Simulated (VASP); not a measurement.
Input of a VASP 6.6.1 run:

Contents of POSCAR:

```
C
1.0
    2.1273203072     -1.2282824400      0.0000000000
    2.1273203072      1.2282824400      0.0000000000
   -1.3790696309      0.0000000000      3.5028300786
C
2
Direct
    0.1666444700      0.1666444700      0.9999069600
    0.8333555300      0.8333555300      0.0000930400
```

File INCAR.step1:

```
SYSTEM = C
ALGO = Normal ; EDIFF = 1E-8
ENCUT = 500 ; GGA = CA
ISMEAR = 0 ; KPAR = 4
LASPH = .True. ; LCHARG = .False.
LREAL = .False. ; LWAVE = .True.
NELM = 100 ; PREC = Accurate
SIGMA = 0.01
```

File INCAR.step2:

```
SYSTEM = C
ALGO = Exact ; EDIFF = 1E-8
ENCUT = 500 ; GGA = CA
ISMEAR = 0 ; ISTART = 1
KPAR = 4 ; LASPH = .True.
LCHARG = .False. ; LOPTICS = .True.
LREAL = .False. ; LWAVE = .True.
NBANDS = 121 ; NELM = 1
PREC = Accurate ; SIGMA = 0.01
```

The input INCAR.step3:

```
SYSTEM = C
ALGO = EVGW0 ; EDIFF = 1E-8
ENCUT = 500 ; ENCUTGW = 200
GGA = CA ; ISMEAR = 0
ISTART = 1 ; KPAR = 4
LASPH = .True. ; LCHARG = .False.
LREAL = .False. ; LWAVE = .False.
NBANDS = 121 ; NBANDSGW = 12
NELMGW = 4 ; NOMEGA = 50
PREC = Accurate ; PRECFOCK = Fast
SIGMA = 0.01
```

The input KPOINTS:

```
k-points
0
Gamma
  6 6 4
  0 0 0
```

Potentials or basis: VASP PAW LDA potentials, release 64 (C_GW).

Launch:

```sh
$ cat potpaw_LDA.64/C_GW/POTCAR > POTCAR
$ cp INCAR.step1 INCAR
$ mpirun -np 4 vasp_std > vasp.out
$ cp INCAR.step2 INCAR
$ mpirun -np 4 vasp_std > vasp.out
$ cp INCAR.step3 INCAR
$ mpirun -np 4 vasp_std > vasp.out
```

**Question.** Estimate the quasiparticle gap.

**Answer.** 0.61 eV.

**Question.** Estimate the least direct quasiparticle gap.

**Answer.** 0.65 eV.

**Question.** Predict the band gap on the k mesh, mean-field level.

**Answer.** 0.48 eV, indirect (least direct gap 0.51 eV).

Quasiparticle gap after each update of the energies (eV): 0.60, 0.61, 0.61, 0.61

Caveat: the k mesh is coarse (spacing up to 0.50 Å⁻¹), so the values aren't converged; bands, screening cutoff and mesh are small and nothing is extrapolated, so the quasiparticle values aren't converged. A k mesh can miss the band edges.
